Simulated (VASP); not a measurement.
# ZnS (P-6m2) in VASP: further runs

One crystal, ZnS, is run at these levels: PBE; tasks: single point.

Everything below comes from runs of VASP 6.6.1. Logs are shortened: lines on timing, memory, paths and dates and some standing lists are left out, and cuts for length are marked.

**1. The crystal as given**

Symmetry: P-6m2, No. 187, hexagonal system. The conventional cell has a = 9.660 Å, b = 9.660 Å, c = 3.983 Å, α = 90.00°, β = 90.00°, γ = 120.00°. Zn (site symmetry mm2) is surrounded by 2 S at 2.13 Å. Around S (site symmetry mm2) lie 2 Zn at 2.13 Å.

The cell was built by a generator and needn't be a form met in nature.

**2. Single point, PBE**

The input, INCAR:

```
SYSTEM = ZnS
ALGO = Fast
EDIFF = 1E-6
ENCUT = 520
GGA = PE
ISIF = 2
ISMEAR = 0
LASPH = .TRUE.
LCHARG = .FALSE.
LREAL = .FALSE.
LWAVE = .FALSE.
NBANDS = 36
NELM = 100
PREC = Accurate
SIGMA = 0.1
```

The input, KPOINTS:

```
k-points
0
G
  6 6 10
  0 0 0
```

The input, POSCAR:

```
ZnS
1.0
    9.6597566665      0.0000000000      0.0000000000
   -4.8298783333      8.3655946675      0.0000000000
    0.0000000000      0.0000000000      3.9832314252
Zn S
3 3
Direct
    0.9287328776      0.4643664388      0.0000000000
    0.5356335612      0.4643664388      0.0000000000
    0.5356335612      0.0712671224      0.0000000000
    0.4898583671      0.9797167341      0.5000000000
    0.4898583671      0.5101416329      0.5000000000
    0.0202832659      0.5101416329      0.5000000000
```

Potentials or basis: VASP PAW PBE potentials, release 64 (Zn, S).

Launch:

```
$ cat potpaw_PBE.64/Zn/POTCAR potpaw_PBE.64/S/POTCAR > POTCAR
$ mpirun -np 1 vasp_std > vasp.out
```

OUTCAR:

```text
SYSTEM = ZnS
   EDIFF = 1E-6
   ENCUT = 520
   GGA = PE
   ISIF = 2
   ISMEAR = 0
   LASPH = .TRUE.
   LREAL = .FALSE.
   NELM = 100
   PREC = Accurate

 ion  position               nearest neighbor table
   1  0.929  0.464  0.000-   6 2.13   6 2.13
   2  0.536  0.464  0.000-   5 2.13   5 2.13
   3  0.536  0.071  0.000-   4 2.13   4 2.13
   4  0.490  0.980  0.500-   3 2.13   3 2.13
   5  0.490  0.510  0.500-   2 2.13   2 2.13
   6  0.020  0.510  0.500-   1 2.13   1 2.13

  LATTYP: Found a hexagonal cell.
 ALAT       =     9.6597566665
 C/A-ratio  =     0.4123531847

  Lattice vectors:

 A1 = (   9.6597566665,   0.0000000000,   0.0000000000)
 A2 = (  -4.8298783333,   8.3655946675,   0.0000000000)
 A3 = (   0.0000000000,   0.0000000000,   3.9832314252)

Analysis of symmetry for initial positions (statically):
=====================================================================
 Subroutine PRICEL returns:
 Original cell was already a primitive cell.

 Routine SETGRP: Setting up the symmetry group for a
 hexagonal supercell.

 Subroutine GETGRP returns: Found 12 space group operations
 (whereof 12 operations were pure point group operations)
 out of a pool of 24 trial point group operations.

The static configuration has the point symmetry D_3h.

Analysis of symmetry for dynamics (positions and initial velocities):
=====================================================================
 Subroutine PRICEL returns:
 Original cell was already a primitive cell.

 Routine SETGRP: Setting up the symmetry group for a
 hexagonal supercell.

 Subroutine GETGRP returns: Found 12 space group operations
 (whereof 12 operations were pure point group operations)
 out of a pool of 24 trial point group operations.

The dynamic configuration has the point symmetry D_3h.

 Subroutine INISYM returns: Found 12 space group operations
 (whereof 12 operations are pure point group operations),
 and found     1 'primitive' translations

----------------------------------------------------------------------------------------

                                     Primitive cell

  volume of cell :     321.8834

  direct lattice vectors                    reciprocal lattice vectors
     9.659756666  0.000000000  0.000000000     0.103522276  0.059768614  0.000000000
    -4.829878333  8.365594667  0.000000000     0.000000000  0.119537228  0.000000000
     0.000000000  0.000000000  3.983231425     0.000000000  0.000000000  0.251052448

  length of vectors
     9.659756666  9.659756666  3.983231425     0.119537228  0.119537228  0.251052448

  position of ions in fractional coordinates (direct lattice)
     0.928732878  0.464366439  0.000000000
     0.535633561  0.464366439  0.000000000
     0.535633561  0.071267122  0.000000000
     0.489858367  0.979716734  0.500000000
     0.489858367  0.510141633  0.500000000
     0.020283266  0.510141633  0.500000000

  ion indices of the primitive-cell ions
   primitive index   ion index
                 1           1
                 2           2
                 3           3
                 4           4
                 5           5
                 6           6

----------------------------------------------------------------------------------------

 KPOINTS: k-points

Automatic generation of k-mesh.
 Grid dimensions read from file:
 generate k-points for:    6    6   10

 Generating k-lattice:

  Cartesian coordinates                     Fractional coordinates (reciprocal lattice)
     0.017253713  0.009961436  0.000000000     0.166666667  0.000000000  0.000000000
     0.000000000  0.019922871  0.000000000     0.000000000  0.166666667  0.000000000
     0.000000000  0.000000000  0.025105245     0.000000000  0.000000000  0.100000000

  Length of vectors
     0.019922871  0.019922871  0.025105245

  Shift w.r.t. Gamma in fractional coordinates (k-lattice)
     0.000000000  0.000000000  0.000000000

 Subroutine IBZKPT returns following result:
 ===========================================

 Found     42 irreducible k-points:

 Following reciprocal coordinates:
            Coordinates               Weight
  0.000000  0.000000  0.000000      1.000000
  0.166667  0.000000  0.000000      6.000000
  0.333333  0.000000  0.000000      6.000000
  0.500000  0.000000  0.000000      3.000000
  0.166667  0.166667  0.000000      6.000000
  0.333333  0.166667  0.000000     12.000000
[... 16 lines left out ...]
  0.166667  0.000000  0.300000     12.000000
  0.333333  0.000000  0.300000     12.000000
 [... further k-points ...]
   k-points           NKPTS =     42   k-points in BZ     NKDIM =     42   number of bands    NBANDS=     36
   number of dos      NEDOS =    301   number of ions     NIONS =      6
   total plane-waves  NPLWV = 155520
   dimension x,y,z NGX =    72 NGY =   72 NGZ =   30
   dimension x,y,z NGXF=   144 NGYF=  144 NGZF=   60
   ions per type =               3   3
   NGX,Y,Z   is equivalent  to a cutoff of  12.39, 12.39, 12.52 a.u.
   NGXF,Y,Z  is equivalent  to a cutoff of  24.78, 24.78, 25.04 a.u.
 SYSTEM =  ZnS
   PREC   = accura    normal or accurate (medium, high low for compatibility)
   ISTART =      0    job   : 0-new  1-cont  2-samecut
   ICHARG =      2    charge: 1-file 2-atom 10-const
   ISPIN  =      1    spin polarized calculation?
   LNONCOLLINEAR =      F non collinear calculations
   LSORBIT =      F    spin-orbit coupling
   LASPH  =      T    aspherical Exc in radial PAW
   ENCUT  =  520.0 eV  38.22 Ry    6.18 a.u.  17.96 17.96  7.41*2*pi/ulx,y,z
   NELM   =    100;   NELMIN=  2; NELMDL= -5     # of ELM steps
   EDIFF  = 0.1E-05   stopping-criterion for ELM
   LREAL  =      F    real-space projection
   EDIFFG = 0.1E-04   stopping-criterion for IOM
   NSW    =      0    number of steps for IOM
   IBRION =     -1    ionic relax: 0-MD 1-quasi-New 2-CG
   NFREE  =      0    steps in history (QN), initial steepest desc. (CG)
   ISIF   =      2    stress and relaxation
   ISYM   =      2    0-nonsym 1-usesym 2-fastsym
   POTIM  = 0.5000    time-step for ionic-motion
   TEBEG  =    0.0;   TEEND  =   0.0 temperature during run
   PSTRESS=    0.0 pullay stress
   NELECT =      54.0000    total number of electrons
   NUPDOWN=      -1.0000    fix difference up-down
   EMIN   =  10.00;   EMAX   =-10.00  energy-range for DOS
   EFERMI =   0.00;   METHOD = LEGACY
   ISMEAR =     0;   SIGMA  =   0.10  broadening in eV -4-tet -1-fermi 0-gaus
   EFERMI_NEDOS =   21; number of points for ismear=-14 and -15
   IALGO  =     68    algorithm
   IMIX   =      4    mixing-type and parameters
     AMIX     =   0.40;   BMIX     =  1.00
     AMIX_MAG =   1.60;   BMIX_MAG =  1.00
  volume/ion in A,a.u.               =      53.65       362.03
  Fermi-wavevector in a.u.,A,eV,Ry     =   0.902901  1.706235 11.091869  0.815229
  Thomas-Fermi vector in A             =   2.026161
   LORBIT       =      0    0 simple, 1 ext, 2 COOP (PROOUT), +10 PAW based schemes
   GGA     = PE    functional components
   LHFCALC =     F    Hartree Fock is set to
   AEXX    =    0.0000 exact exchange contribution
   IVDW    =     0    specifies the selected vdW correction
   LEPSILON=     F    determine dielectric tensor
   LRPA    =     F    only Hartree local field effects (RPA)
 non-spin polarized calculation
 RMM-DIIS sequential band-by-band and
 Gauss-broadening in eV      SIGMA  =   0.10
  energy-cutoff  :      520.00
  volume of cell :      321.88
 maximum number of plane-waves:      8700
 NGX is ok and might be reduce to    72
   NGX = 35   NGY = 35   NGZ = 15

 number of electron      54.0000031 magnetization

 Free energy of the ion-electron system (eV)
  ---------------------------------------------------
  ext. energy  EPLUGINS =         0.00000000
  ---------------------------------------------------
  free energy    TOTEN  =       -15.89868699 eV

  energy without entropy =      -15.89868699  energy(sigma->0) =      -15.89868699

 E-fermi :  -2.5879     XC(G=0):  -5.1541

 val. band max:       -3.0381126667   @ k =   0.0000   0.0000   0.5000
 cond. band min:      -1.9510272163   @ k =   0.0000   0.0000   0.5000
 fundamental gap:      1.0870854504
 Fermi energy:        -2.5878686097

 k-point     1 :       0.0000    0.0000    0.0000
  band No.  band energies     occupation
      1     -14.9975      2.00000
      2     -14.9547      2.00000
      3     -14.9547      2.00000
      4      -9.9182      2.00000
      5      -9.9080      2.00000
      6      -9.9080      2.00000
[... 28 lines left out ...]
     35       4.0564      0.00000
     36       4.1816      0.00000

 k-point     2 :       0.1667    0.0000    0.0000
  band No.  band energies     occupation
      1     -14.9950      2.00000
      2     -14.9572      2.00000
      3     -14.9547      2.00000
      4      -9.9180      2.00000
      5      -9.9082      2.00000
      6      -9.9080      2.00000
[... 28 lines left out ...]
     35       3.8407      0.00000
     36       4.0381      0.00000

 k-point     3 :       0.3333    0.0000    0.0000
  band No.  band energies     occupation
      1     -14.9886      2.00000
      2     -14.9638      2.00000
      3     -14.9547      2.00000
      4      -9.9176      2.00000
      5      -9.9087      2.00000
      6      -9.9080      2.00000
[... 28 lines left out ...]
     35       3.4866      0.00000
     36       3.8904      0.00000

 k-point     4 :       0.5000    0.0000    0.0000
  band No.  band energies     occupation
      1     -14.9834      2.00000
      2     -14.9690      2.00000
      3     -14.9547      2.00000
      4      -9.9174      2.00000
      5      -9.9089      2.00000
      6      -9.9080      2.00000
[... 28 lines left out ...]
     35       3.2755      0.00000
     36       3.9308      0.00000

 k-point     5 :       0.1667    0.1667    0.0000
  band No.  band energies     occupation
      1     -14.9904      2.00000
      2     -14.9619      2.00000
      3     -14.9547      2.00000
      4      -9.9177      2.00000
      5      -9.9086      2.00000
      6      -9.9080      2.00000
[... 655 lines left out ...]
 k-point    22 :       0.0000    0.0000    0.3000
  band No.  band energies     occupation
      1     -14.6381      2.00000
      2     -14.6012      2.00000
      3     -14.6012      2.00000
      4     -10.0947      2.00000
      5     -10.0825      2.00000
      6     -10.0825      2.00000
[... 28 lines left out ...]
     35       3.3432      0.00000
     36       4.0219      0.00000

 k-point    23 :       0.1667    0.0000    0.3000
  band No.  band energies     occupation
      1     -14.6360      2.00000
      2     -14.6034      2.00000
      3     -14.6012      2.00000
      4     -10.0943      2.00000
      5     -10.0830      2.00000
      6     -10.0825      2.00000
[... 28 lines left out ...]
     35       3.3995      0.00000
     36       4.0162      0.00000

 k-point    24 :       0.3333    0.0000    0.3000
  band No.  band energies     occupation
      1     -14.6305      2.00000
      2     -14.6090      2.00000
      3     -14.6012      2.00000
      4     -10.0931      2.00000
      5     -10.0841      2.00000
      6     -10.0825      2.00000
[... 28 lines left out ...]
     35       3.4806      0.00000
     36       3.7708      0.00000

 [... further k-points ...]

------------------------ aborting loop because EDIFF is reached ----------------------------------------

  FORCE on cell =-STRESS in cart. coord.  units (eV):
  Direction    XX          YY          ZZ          XY          YZ          ZX
  --------------------------------------------------------------------------------------
  -------------------------------------------------------------------------------------
  Total        0.0732798      0.0732798      0.3258212     -0.0000000      0.0000000      0.0000000
  in kB        0.3647507      0.3647507      1.6217780     -0.0000000      0.0000000      0.0000000
  external PRESSURE =       0.7837598 kB  Pullay stress =       0.0000000 kB

 VOLUME and BASIS-vectors are now :
 -----------------------------------------------------------------------------
  energy-cutoff  :      520.00
  volume of cell :      321.88
      direct lattice vectors                 reciprocal lattice vectors
     9.659756666  0.000000000  0.000000000     0.103522276  0.059768614  0.000000000
    -4.829878333  8.365594667  0.000000000     0.000000000  0.119537228  0.000000000
     0.000000000  0.000000000  3.983231425     0.000000000  0.000000000  0.251052448

 POSITION                                       TOTAL-FORCE (eV/Angst)
 -----------------------------------------------------------------------------------
      6.72850      3.88470      0.00000        -0.020376     -0.011764     -0.000000
      2.93126      3.88470      0.00000         0.020376     -0.011764     -0.000000
      4.82988      0.59619      0.00000        -0.000000      0.023528      0.000000
      0.00000      8.19591      1.99162         0.000000     -0.026641      0.000000
      2.26799      4.26764      1.99162        -0.023072      0.013321      0.000000
     -2.26799      4.26764      1.99162         0.023072      0.013321      0.000000
 -----------------------------------------------------------------------------------
    total drift:                               -0.000004      0.000002     -0.000000

  FREE ENERGIE OF THE ION-ELECTRON SYSTEM (eV)
  ---------------------------------------------------
  free  energy   TOTEN  =       -15.8986869932 eV

  energy  without entropy=      -15.8986869932  energy(sigma->0) =      -15.89868699
```

It took 6.4 min on 1 thread of AMD EPYC 9R45 (Zen 5), shared host; peak memory 0.6 GiB.

Results:

| Property | Result |
| --- | --- |
| Free energy | -15.8987 eV |
| Pressure | 0.1 GPa |
| Largest force | 0.027 eV/Å |
| Band gap on the k mesh | 1.09 eV, direct |

Forces on the atoms (eV/Å):
```
Zn  -0.020 -0.012  0.000
Zn   0.020 -0.012  0.000
Zn   0.000  0.024  0.000
S    0.000 -0.027  0.000
S   -0.023  0.013  0.000
S    0.023  0.013  0.000
```

**3. Single point, PBE**

The input, INCAR:

```
SYSTEM = ZnS
ALGO     = Fast           ! electronic algorithm
EDIFF    = 1E-6           ! SCF threshold, eV
ENCUT    = 520            ! plane-wave cutoff, eV
GGA      = PE             ! functional
ISIF     = 2              ! what is computed and relaxed
ISMEAR   = 0              ! smearing method
LASPH    = .TRUE.         ! aspherical terms in the spheres
LCHARG   = .TRUE.         ! write CHGCAR
LELF     = .TRUE.         ! ELF
LREAL    = .FALSE.        ! projectors in reciprocal space
LVHAR    = .TRUE.       
LWAVE    = .FALSE.        ! write WAVECAR
NBANDS   = 36             ! bands
NELM     = 100            ! most SCF steps
PREC     = Accurate       ! precision mode
SIGMA    = 0.02           ! smearing width, eV
```

The input, KPOINTS:

```
k-points
0
G
  6 6 8
  0 0 0
```

POSCAR is that of step 2.

Potentials or basis: VASP PAW PBE potentials, release 64 (Zn, S).

Launch:

```
$ cat potpaw_PBE.64/Zn/POTCAR potpaw_PBE.64/S/POTCAR > POTCAR
$ mpirun -np 1 vasp_std > vasp.out
```

Run time: 6 min. Hardware: 1 thread of Intel Xeon Platinum 8488C (Sapphire Rapids), shared host; peak memory 0.58 GiB.

It converged, with:

| Quantity | Value |
| --- | --- |
| Free energy | -15.8983 eV |
| Pressure | 0.1 GPa |
| Largest force | 0.026 eV/Å |
| Band gap on the k mesh | 1.09 eV, direct |

Forces in eV/Å, atoms in the order of the input:
```
Zn  -0.020 -0.012  0.000
Zn   0.020 -0.012  0.000
Zn   0.000  0.023  0.000
S    0.000 -0.026  0.000
S   -0.023  0.013  0.000
S    0.023  0.013  0.000
```

Stress tensor (GPa, compression positive):
```
0.03 0.00 0.00
0.00 0.03 0.00
0.00 0.00 0.16
```

Levels at points of the mesh, in eV from the valence-band top:
| k point | band 25 | band 26 | band 27 | band 28 | band 29 | band 30 |
| --- | --- | --- | --- | --- | --- | --- |
| (0.00, 0.00, 0.00) | -1.04 | -1.04 | -0.86 | 1.56 | 2.75 | 2.75 |
| (0.50, 0.00, 0.00) | -1.17 | -1.08 | -0.93 | 1.86 | 2.54 | 2.78 |
| (0.00, 0.00, 0.50) | -0.18 | -0.18 | 0.00 | 1.09 | 3.02 | 3.02 |
| (0.50, 0.00, 0.50) | -0.20 | -0.15 | -0.06 | 1.15 | 2.99 | 3.11 |

A k mesh can miss the band edges. Expect the measured gap to be larger: semilocal functionals such as PBE lack the derivative discontinuity.
